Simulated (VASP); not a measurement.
# CdTe (F-43m) in VASP: a series of runs

CdTe is run at these levels: LDA, PBE, r2SCAN; tasks: single point.

Program: VASP 6.6.1. These are calculated values, not measurements. Logs are shortened: lines on timing, memory, paths and dates and some standing lists are left out, and cuts for length are marked.

**The experiment to reproduce.**

A printed reference work, data compilation reports, for a bulk crystal of CdTe at 0 K: band gap 1.607 eV.

The results are compared with them further down.

## 1. The cell of the first run

The structure is cubic, space group F-43m (No. 216). The conventional cell has a = 6.410 Å, b = 6.410 Å, c = 6.410 Å, α = 90.00°, β = 90.00°, γ = 90.00°. Within 3.7 Å of Cd (site symmetry -43m) lie 4 Te at 2.78 Å. Within 3.7 Å of Te (site symmetry -43m) lie 4 Cd at 2.78 Å.

## 2. Single point, LDA

File INCAR:

```
SYSTEM = CdTe
PREC     = Accurate       ! precision mode
ENCUT    = 520            ! plane-wave cutoff, eV
EDIFF    = 1E-7           ! SCF threshold, eV
ISMEAR   = 0              ! smearing method
SIGMA    = 0.01           ! smearing width, eV
LREAL    = .FALSE.        ! projectors in reciprocal space
LASPH    = .TRUE.         ! aspherical terms in the spheres
NELM     = 60             ! most SCF steps
ALGO     = Normal         ! electronic algorithm
ISIF     = 2              ! what is computed and relaxed
LWAVE    = .FALSE.        ! write WAVECAR
LCHARG   = .FALSE.        ! write CHGCAR
NBANDS   = 16             ! bands
```

File KPOINTS:

```
regular mesh
0
G
  6 6 6
  0 0 0
```

File POSCAR:

```
CdTe
1.0
    4.5325540000      0.0000000000      0.0000000000
    2.2662770000      3.9253069080      0.0000000000
    2.2662770000      1.3084356360      3.7008148439
Cd Te
1 1
Direct
    0.0000000000      0.0000000000      0.0000000000
    0.2500000000      0.2500000000      0.2500000000
```

Potentials or basis: VASP PAW LDA potentials, release 64 (Cd, Te).

On the command line:

```
> cat potpaw_LDA.64/Cd/POTCAR potpaw_LDA.64/Te/POTCAR > POTCAR
> mpirun -np 1 vasp_std > vasp.out
```

OUTCAR:

```text
SYSTEM = CdTe
   PREC = Accurate
   ENCUT = 520
   EDIFF = 1E-7
   ISMEAR = 0
   LREAL = .FALSE.
   LASPH = .TRUE.
   NELM = 60
   ISIF = 2

 ion  position               nearest neighbor table
   1  0.000  0.000  0.000-   2 2.78   2 2.78   2 2.78   2 2.78
   2  0.250  0.250  0.250-   1 2.78   1 2.78   1 2.78   1 2.78

  LATTYP: Found a face centered cubic cell.
 ALAT       =     6.4099993390

  Lattice vectors:

 A1 = (   4.5325540000,   0.0000000000,   0.0000000000)
 A2 = (   2.2662770000,   3.9253069080,   0.0000000000)
 A3 = (   2.2662770000,   1.3084356360,   3.7008148439)

Analysis of symmetry for initial positions (statically):
=====================================================================
 Subroutine PRICEL returns:
 Original cell was already a primitive cell.

 Routine SETGRP: Setting up the symmetry group for a
 face centered cubic supercell.

 Subroutine GETGRP returns: Found 24 space group operations
 (whereof 24 operations were pure point group operations)
 out of a pool of 48 trial point group operations.

The static configuration has the point symmetry T_d .

Analysis of symmetry for dynamics (positions and initial velocities):
=====================================================================
 Subroutine PRICEL returns:
 Original cell was already a primitive cell.

 Routine SETGRP: Setting up the symmetry group for a
 face centered cubic supercell.

 Subroutine GETGRP returns: Found 24 space group operations
 (whereof 24 operations were pure point group operations)
 out of a pool of 48 trial point group operations.

The dynamic configuration has the point symmetry T_d .

 Subroutine INISYM returns: Found 24 space group operations
 (whereof 24 operations are pure point group operations),
 and found     1 'primitive' translations

----------------------------------------------------------------------------------------

                                     Primitive cell

  volume of cell :      65.8437

  direct lattice vectors                    reciprocal lattice vectors
     4.532554000  0.000000000  0.000000000     0.220626164 -0.127378575 -0.090070254
     2.266277000  3.925306908  0.000000000     0.000000000  0.254757150 -0.090070254
     2.266277000  1.308435636  3.700814844     0.000000000  0.000000000  0.270210762

  length of vectors
     4.532554000  4.532554000  4.532554000     0.270210762  0.270210762  0.270210762

  position of ions in fractional coordinates (direct lattice)
     0.000000000  0.000000000  0.000000000
     0.250000000  0.250000000  0.250000000

  ion indices of the primitive-cell ions
   primitive index   ion index
                 1           1
                 2           2

----------------------------------------------------------------------------------------

 KPOINTS: regular mesh

Automatic generation of k-mesh.
 Grid dimensions read from file:
 generate k-points for:    6    6    6

 Generating k-lattice:

  Cartesian coordinates                     Fractional coordinates (reciprocal lattice)
     0.036771027 -0.021229762 -0.015011709     0.166666667  0.000000000 -0.000000000
     0.000000000  0.042459525 -0.015011709     0.000000000  0.166666667 -0.000000000
     0.000000000  0.000000000  0.045035127     0.000000000  0.000000000  0.166666667

  Length of vectors
     0.045035127  0.045035127  0.045035127

  Shift w.r.t. Gamma in fractional coordinates (k-lattice)
     0.000000000  0.000000000  0.000000000

 Subroutine IBZKPT returns following result:
 ===========================================

 Found     16 irreducible k-points:

 Following reciprocal coordinates:
            Coordinates               Weight
  0.000000  0.000000  0.000000      1.000000
  0.166667  0.000000  0.000000      8.000000
  0.333333  0.000000  0.000000      8.000000
  0.500000  0.000000  0.000000      4.000000
  0.166667  0.166667  0.000000      6.000000
  0.333333  0.166667  0.000000     24.000000
[... 8 lines left out ...]
 -0.333333  0.333333  0.166667     24.000000
 -0.333333  0.500000  0.166667     12.000000
   k-points           NKPTS =     16   k-points in BZ     NKDIM =     16   number of bands    NBANDS=     16
   number of dos      NEDOS =    301   number of ions     NIONS =      2
   total plane-waves  NPLWV =  46656
   dimension x,y,z NGX =    36 NGY =   36 NGZ =   36
   dimension x,y,z NGXF=    72 NGYF=   72 NGZF=   72
   ions per type =               1   1
   NGX,Y,Z   is equivalent  to a cutoff of  13.20, 13.20, 13.20 a.u.
   NGXF,Y,Z  is equivalent  to a cutoff of  26.41, 26.41, 26.41 a.u.
 SYSTEM =  CdTe
   PREC   = accura    normal or accurate (medium, high low for compatibility)
   ISTART =      0    job   : 0-new  1-cont  2-samecut
   ICHARG =      2    charge: 1-file 2-atom 10-const
   ISPIN  =      1    spin polarized calculation?
   LNONCOLLINEAR =      F non collinear calculations
   LSORBIT =      F    spin-orbit coupling
   LASPH  =      T    aspherical Exc in radial PAW
   ENCUT  =  520.0 eV  38.22 Ry    6.18 a.u.   8.43  8.43  8.43*2*pi/ulx,y,z
   NELM   =     60;   NELMIN=  2; NELMDL= -5     # of ELM steps
   EDIFF  = 0.1E-06   stopping-criterion for ELM
   LREAL  =      F    real-space projection
   EDIFFG = 0.1E-05   stopping-criterion for IOM
   NSW    =      0    number of steps for IOM
   IBRION =     -1    ionic relax: 0-MD 1-quasi-New 2-CG
   NFREE  =      0    steps in history (QN), initial steepest desc. (CG)
   ISIF   =      2    stress and relaxation
   ISYM   =      2    0-nonsym 1-usesym 2-fastsym
   POTIM  = 0.5000    time-step for ionic-motion
   TEBEG  =    0.0;   TEEND  =   0.0 temperature during run
   PSTRESS=    0.0 pullay stress
   NELECT =      18.0000    total number of electrons
   NUPDOWN=      -1.0000    fix difference up-down
   EMIN   =  10.00;   EMAX   =-10.00  energy-range for DOS
   EFERMI =   0.00;   METHOD = LEGACY
   ISMEAR =     0;   SIGMA  =   0.01  broadening in eV -4-tet -1-fermi 0-gaus
   EFERMI_NEDOS =   21; number of points for ismear=-14 and -15
   IALGO  =     38    algorithm
   IMIX   =      4    mixing-type and parameters
     AMIX     =   0.40;   BMIX     =  1.00
     AMIX_MAG =   1.60;   BMIX_MAG =  1.00
  volume/ion in A,a.u.               =      32.92       222.17
  Fermi-wavevector in a.u.,A,eV,Ry     =   1.062497  2.007828 15.359613  1.128900
  Thomas-Fermi vector in A             =   2.197950
   LORBIT       =      0    0 simple, 1 ext, 2 COOP (PROOUT), +10 PAW based schemes
   GGA     = CA    functional components
   LHFCALC =     F    Hartree Fock is set to
   AEXX    =    0.0000 exact exchange contribution
   IVDW    =     0    specifies the selected vdW correction
   LEPSILON=     F    determine dielectric tensor
   LRPA    =     F    only Hartree local field effects (RPA)
 non-spin polarized calculation
 Gauss-broadening in eV      SIGMA  =   0.01
  energy-cutoff  :      520.00
  volume of cell :       65.84
 maximum number of plane-waves:      1807
 NGX is ok and might be reduce to    36
   NGX = 17   NGY = 17   NGZ = 17

 number of electron      17.9999995 magnetization

 Free energy of the ion-electron system (eV)
  ---------------------------------------------------
  ext. energy  EPLUGINS =         0.00000000
  ---------------------------------------------------
  free energy    TOTEN  =        -6.04427532 eV

  energy without entropy =       -6.04427532  energy(sigma->0) =       -6.04427532

 E-fermi :   2.5771     XC(G=0):  -9.0887

 val. band max:        2.4701125211   @ k =   0.0000   0.0000   0.0000
 cond. band min:       3.1208375929   @ k =   0.0000   0.0000   0.0000
 fundamental gap:      0.6507250718
 Fermi energy:         2.5770719041

 k-point     1 :       0.0000    0.0000    0.0000
  band No.  band energies     occupation
      1      -8.9648      2.00000
      2      -5.9467      2.00000
      3      -5.9467      2.00000
      4      -5.9467      2.00000
      5      -5.6577      2.00000
      6      -5.6577      2.00000
[... 8 lines left out ...]
     15      11.8613      0.00000
     16      11.8613      0.00000

 k-point     2 :       0.1667    0.0000    0.0000
  band No.  band energies     occupation
      1      -8.8556      2.00000
      2      -5.9260      2.00000
      3      -5.9260      2.00000
      4      -5.8623      2.00000
      5      -5.6592      2.00000
      6      -5.6592      2.00000
[... 8 lines left out ...]
     15      10.8883      0.00000
     16      10.8883      0.00000

 k-point     3 :       0.3333    0.0000    0.0000
  band No.  band energies     occupation
      1      -8.6361      2.00000
      2      -5.8905      2.00000
      3      -5.8905      2.00000
      4      -5.6550      2.00000
      5      -5.6550      2.00000
      6      -5.5654      2.00000
[... 8 lines left out ...]
     15      11.3105      0.00000
     16      11.3105      0.00000

 k-point     4 :       0.5000    0.0000    0.0000
  band No.  band energies     occupation
      1      -8.5282      2.00000
      2      -5.8768      2.00000
      3      -5.8768      2.00000
      4      -5.6481      2.00000
      5      -5.6481      2.00000
      6      -5.2847      2.00000
[... 8 lines left out ...]
     15      12.7622      0.00000
     16      12.7622      0.00000
[... 172 lines left out ...]
 k-point    14 :       0.5000    0.3333    0.1667
  band No.  band energies     occupation
      1      -8.4973      2.00000
      2      -5.8410      2.00000
      3      -5.8333      2.00000
      4      -5.7067      2.00000
      5      -5.6444      2.00000
      6      -5.3304      2.00000
[... 8 lines left out ...]
     15      12.7272      0.00000
     16      13.9297      0.00000

 k-point    15 :      -0.3333    0.3333    0.1667
  band No.  band energies     occupation
      1      -8.4296      2.00000
      2      -5.8333      2.00000
      3      -5.8165      2.00000
      4      -5.6863      2.00000
      5      -5.6556      2.00000
      6      -5.1177      2.00000
[... 8 lines left out ...]
     15      12.9228      0.00000
     16      13.7050      0.00000

 k-point    16 :      -0.3333    0.5000    0.1667
  band No.  band energies     occupation
      1      -8.3966      2.00000
      2      -5.8038      2.00000
      3      -5.7995      2.00000
      4      -5.7124      2.00000
      5      -5.6446      2.00000
      6      -5.0646      2.00000
[... 8 lines left out ...]
     15      13.5703      0.00000
     16      13.8136      0.00000

------------------------ aborting loop because EDIFF is reached ----------------------------------------

  FORCE on cell =-STRESS in cart. coord.  units (eV):
  Direction    XX          YY          ZZ          XY          YZ          ZX
  --------------------------------------------------------------------------------------
  -------------------------------------------------------------------------------------
  Total        0.1055925      0.1055925      0.1055925     -0.0000000      0.0000000      0.0000000
  in kB        2.5693889      2.5693889      2.5693889     -0.0000000      0.0000000      0.0000000
  external PRESSURE =       2.5693889 kB  Pullay stress =       0.0000000 kB

 VOLUME and BASIS-vectors are now :
 -----------------------------------------------------------------------------
  energy-cutoff  :      520.00
  volume of cell :       65.84
      direct lattice vectors                 reciprocal lattice vectors
     4.532554000  0.000000000  0.000000000     0.220626164 -0.127378575 -0.090070254
     2.266277000  3.925306908  0.000000000     0.000000000  0.254757150 -0.090070254
     2.266277000  1.308435636  3.700814844     0.000000000  0.000000000  0.270210762

 POSITION                                       TOTAL-FORCE (eV/Angst)
 -----------------------------------------------------------------------------------
      0.00000      0.00000      0.00000         0.000000      0.000000      0.000000
      2.26628      1.30844      0.92520        -0.000000     -0.000000     -0.000000
 -----------------------------------------------------------------------------------
    total drift:                                0.000000      0.000000      0.000000

  FREE ENERGIE OF THE ION-ELECTRON SYSTEM (eV)
  ---------------------------------------------------
  free  energy   TOTEN  =        -6.0442753182 eV

  energy  without entropy=       -6.0442753182  energy(sigma->0) =       -6.04427532
```

Run time: 9.9 s. Hardware: 1 thread of Intel Xeon Platinum 8559C (Emerald Rapids), shared host; peak memory 0.17 GiB.

Results:

| Property | Result |
| --- | --- |
| Free energy | -6.0443 eV |
| Pressure | 0.3 GPa |
| Band gap on the k mesh | 0.65 eV, direct |

Levels at points of the mesh, in eV from the valence-band top:
```
           k point  band 6  band 7  band 8  band 9  band 10  band 11  band 12  band 13
(0.00, 0.00, 0.00)   -8.13    0.00    0.00    0.00     0.65     4.47     4.47     4.47
(0.50, 0.00, 0.00)   -7.75   -4.69   -0.84   -0.84     1.69     5.08     5.08     6.88
(0.50, 0.50, 0.00)   -7.61   -4.54   -2.01   -2.01     2.37     2.54     8.82     9.15
```

Caveat: spin-orbit coupling is left out, which moves the levels of the heavy elements.

## 3. Single point, PBE

File INCAR:

```
PREC     = Accurate       # precision mode
ENCUT    = 520            # plane-wave cutoff, eV
EDIFF    = 1E-6           # SCF threshold, eV
ISMEAR   = 0              # smearing method
SIGMA    = 0.01           # smearing width, eV
LREAL    = False          # projectors in reciprocal space
LASPH    = True           # aspherical terms in the spheres
NELM     = 100            # most SCF steps
ALGO     = Normal         # electronic algorithm
ISIF     = 2              # what is computed and relaxed
LWAVE    = False          # write WAVECAR
LCHARG   = False          # write CHGCAR
GGA      = PE             # functional
NBANDS   = 16             # bands
```

File KPOINTS:

```
Automatic mesh
0
Gamma
  6 6 6
```

POSCAR is that of step 2.

Potentials or basis: VASP PAW PBE potentials, release 64 (Cd, Te).

On the command line:

```
> cat potpaw_PBE.64/Cd/POTCAR potpaw_PBE.64/Te/POTCAR > POTCAR
> mpirun -np 1 vasp_std > vasp.out
```

Wall time 10 s (1 thread of Intel Xeon Platinum 8559C (Emerald Rapids), shared host); peak memory 0.2 GiB.

It converged, with:

```
Free energy            : -4.7211 eV
Pressure               : 4.4 GPa
Band gap on the k mesh : 0.87 eV, direct
```

Levels at points of the mesh, in eV from the valence-band top:
```
           k point  band 7  band 8  band 9  band 10  band 11  band 12
(0.00, 0.00, 0.00)    0.00    0.00    0.00     0.87     4.58     4.58
(0.50, 0.00, 0.00)   -4.62   -0.83   -0.83     1.85     5.17     5.17
(0.50, 0.50, 0.00)   -4.47   -1.98   -1.98     2.53     2.66     9.03
```

Caveat: spin-orbit coupling is left out, which moves the levels of the heavy elements.

(Part 1 of 2 ends here.)
